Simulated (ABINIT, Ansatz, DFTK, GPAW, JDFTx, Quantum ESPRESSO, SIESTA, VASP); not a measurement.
One calculation of Nb, 9 ways

```
Nb
1.0
    -1.66395    1.66395    1.66395
     1.66395   -1.66395    1.66395
     1.66395    1.66395   -1.66395
Nb
1
Direct
  0.00000 0.00000 0.00000
```

Alike in all runs: task single point; functional PBEsol; k mesh 11 × 11 × 11; occupations fermi-dirac, width 0.05 eV; no spin polarisation; no spin-orbit coupling. Pressure is positive in compression and, in plane waves, holds the error of the finite cutoff, which Ansatz's Pulay term estimates and takes out.

| program and potentials | plane-wave cutoff (eV) | notes | pressure (GPa) |
| --- | --- | --- | --- |
| Ansatz, Ansatz PAW | 420 | potentials made for PBE, which Ansatz adapts in part; Pulay term of +0.02 GPa included | -7.79 |
| GPAW, PAW data sets generated for this functional | 600 | - | -8.45 |
| Ansatz, all-electron LAPW, scalar-relativistic | - | - | ? |
| ABINIT, PseudoDojo NC SR PBEsol v0.4.1 standard | 1116 | - | -7.69 |
| JDFTx, PseudoDojo-SR-PBEsol-0.4.1-standard with smoothed tails | 1116 | - | -7.70 |
| SIESTA, files PseudoDojo sr-pbesol-0.4.1-standard, DZP (energy shift 0.003 Ry; two zetas on semicore shells) | - | atomic basis | -6.44 |
| DFTK, PseudoDojo SR PBEsol 0.4.1 standard (PBEsol) | 1116 | - | -7.69 |
| VASP, PBE PAW files Nb_sv, 520 eV | 520 | potentials made for PBE | -8.08 |
| Quantum ESPRESSO, GBRV 1.5 PBEsol | 612 | - | -8.31 |

Problem. Estimate from the other rows what the run with Ansatz, all-electron LAPW, scalar-relativistic gave.

Solution. Pressure -7.80 GPa. The other rows, which needn't bracket it: pressure -8.45 to -6.44.
